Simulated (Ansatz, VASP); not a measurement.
**Na in VASP and in Ansatz**

```xyz
2
Lattice="3.6888 0.0000 0.0000 -1.8444 3.1946 0.0000 0.0000 0.0000 6.2692" Properties=species:S:1:pos:R:3 pbc="T T T"
Na    0.0000    2.1297    1.5673
Na    1.8444    1.0649    4.7019
```

This isn't the form of Na at room conditions, which is bcc.

Alike in both runs: task relaxation of cell and atoms; functional r2SCAN; k mesh 15 × 15 × 8; occupations gaussian, width 0.1 eV; no spin polarisation.

|  | VASP | Ansatz |
| --- | --- | --- |
| version | VASP 6.6.1 | Ansatz 0.2.0 |
| potentials or method | VASP PAW PBE potentials, release 64 (Na_pv) | scalar-relativistic, plane waves, PAW |
| plane-wave cutoff (eV) | 600 | 500 |
| valence electrons in the cell | 14 | 18 |

```tsv
	VASP	Ansatz	Ansatz less VASP
gap on the k mesh at the Fermi level, each at its own relaxed structure (eV)	none	none	-
relaxed volume (Å³/atom)	37.57	37.80	+0.237
relaxed cell length with the largest relative difference (Å)	6.140	6.160	+0.0203
energy change over the relaxation (meV/atom)	-2	-2	+0.1
```

A gap of «none» marks a metal or a gap that the smearing closes. The two sets of potentials don't hold the same shells in valence.

Caveats: the PAW data sets were made with another functional, which shifts forces and pressure a little (VASP).
